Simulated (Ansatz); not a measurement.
# B (B, omega (AlB2-type)): the cost of one run

Method: DFT PBE, plane waves (420 eV) with PAW, scalar-relativistic, in Ansatz 0.2.0.

## 1. The system as given

The structure is hexagonal, space group P6/mmm (No. 191). Conventional cell: a = 3.333 Å, b = 3.333 Å, c = 2.043 Å, α = 90.00°, β = 90.00°, γ = 120.00°. B (site symmetry 6/mmm) is surrounded by 14 B at 2.04 to 2.18 Å. B (site symmetry -6m2) is surrounded by 11 B at 1.92 to 2.18 Å.

Structure file:

```
B
1.0
     3.33335    0.00000    0.00000
    -1.66667    2.88676    0.00000
     0.00000    0.00000    2.04334
B
3
Direct
  0.00000 0.00000 0.00000
  0.33333 0.66667 0.50000
  0.66667 0.33333 0.50000
```

## 2. Relaxing cell and atoms

File input.yaml:

```yaml
crystal:
  lattice:
    - [3.333348267, 0.0, 0.0]
    - [-1.6666741335, 2.8867642789, 0.0]
    - [0.0, 0.0, 2.0433424877]
  atoms:
    - { symbol: B, position: [0.0, 0.0, 0.0] }
    - { symbol: B, position: [0.3333333333, 0.6666666667, 0.5] }
    - { symbol: B, position: [0.6666666667, 0.3333333333, 0.5] }
hamiltonian:
  xc: pbe
  pseudopotentials:
    kind: paw
    azcp:
      B: "pseudopotentials/B.paw.azcp"
basis:
  ecutwfc: 420
  fft_grid_basis: typed
kpoints:
  mp_grid: { grid: [11, 11, 15], shift: [0, 0, 0] }
magnetization:
  spin_polarized: false
scf:
  occupations: { method: fermi_dirac, width: 0.1 }
relax:
  max_steps: 60
  f_tol: 0.01
  cell: {}
```

Launch:

```bash
$ ansatz run input.yaml --threads 1 --pin off --max-ram 3584MiB --backend cpu --events-out ev --progress --plain --runs-dir out
```

**Question.** How long does this run take on 1 thread of Intel Xeon Platinum 8259CL at 2.50GHz (Skylake/Cascade Lake), shared host, and how much memory does it need?

About 58 s, with a peak of 0.49 GiB.
